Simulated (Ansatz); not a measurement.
## P: stationary points along a deformation path

The calculation used DFT PBEsol+D3(BJ), scalar-relativistic, plane waves, PAW (Ansatz). Settings: plane waves to 420 eV, k-mesh 28×28×28 (Γ-centred), Gaussian smearing 0.15 eV. No spin polarisation. Energies are free energies at this smearing, counted from the undisturbed cell; pressure is positive in compression.

Zero of the scan (relaxed at this level; with this scan's settings it stands at 0.1 GPa; this simple cubic form isn't the usual structure):

```
P
1.0
     2.39048    0.00000    0.00000
     0.00000    2.39048    0.00000
     0.00000    0.00000    2.39065
P
1
Direct
  0.00000 0.00000 0.00000
```

At fixed volume and fractional coordinates, lengths along (0.000, 0.000, 1.000) are scaled against those across it; ρ is that ratio over its starting value. V = 13.661 Å³/atom. Δσ is the stress along the axis less the mean stress across it (compression positive).

| ρ | ΔE (meV/atom) | Δσ (GPa) | space group |
| --- | --- | --- | --- |
| 0.650 | 2288.3 | 219.22 | P4/mmm |
| 0.707 | 1377.0 | 163.99 | P4/mmm |
| 0.780 | 639.0 | 101.56 | P4/mmm |
| 0.850 | 248.6 | 58.38 | P4/mmm |
| 0.920 | 63.3 | 26.02 | P4/mmm |
| 0.960 | 17.1 | 13.76 | P4/mmm |
| 1.000 | 0.0 | -0.03 | Pm-3m |
| 1.050 | 21.5 | -13.13 | P4/mmm |
| 1.100 | 70.5 | -24.51 | P4/mmm |
| 1.200 | 227.3 | -38.93 | P4/mmm |
| 1.300 | 409.5 | -38.42 | P4/mmm |
| 1.414 | 600.3 | -43.40 | P4/mmm |
| 1.500 | 765.7 | -56.16 | P4/mmm |

How does the stress give the slope of the energy, and where is the energy stationary?

Along the path d ln(length) is 2/3 d ln ρ on the axis and −1/3 d ln ρ across it, so dE/d ln ρ = −(2/3) V Δσ: the energy falls with ρ where Δσ is positive. Δσ vanishes or changes sign at ρ = 1.000 (Pm-3m), a minimum at 0.0 meV/atom. Pairs of stationary points between two samples would go unseen, and could change a minimum read from distant neighbours into a maximum. At ρ = 1.000 the cell is cubic, where symmetry alone makes the stress isotropic and the slope zero.

Which shear constant sets the curvature at ρ = 1?

For a cubic crystal E/V = (2/3) C (ln ρ)² with C = C′ = (C11 − C12)/2, so Δσ = −2C ln ρ. The parabola of Δσ against ln ρ through ρ = 0.960, 1 and 1.050 gives C ≈ 153 GPa with the ions clamped, rough because the steps are large.

Integrate that slope from ρ = 1 to 0.850 by the trapezoid rule.

With V/N in Å³ and 1 eV/Å³ = 160.2 GPa the slopes at ρ = 1.000, 0.960, 0.920, 0.850 are 2, -782, -1479, -3318 meV/atom per unit of ln ρ. The steps add 15.9 + 48.1 + 189.8 = 253.9 meV/atom, against 248.6 from the energies; the trapezoid rule misses the curvature of the slope within each step.

In a metal these slopes depend on the k mesh and the smearing.

Cost: 13 runs of about 1.8 core-minutes in all, on Intel Xeon Platinum 8488C (Sapphire Rapids) (shared hosts).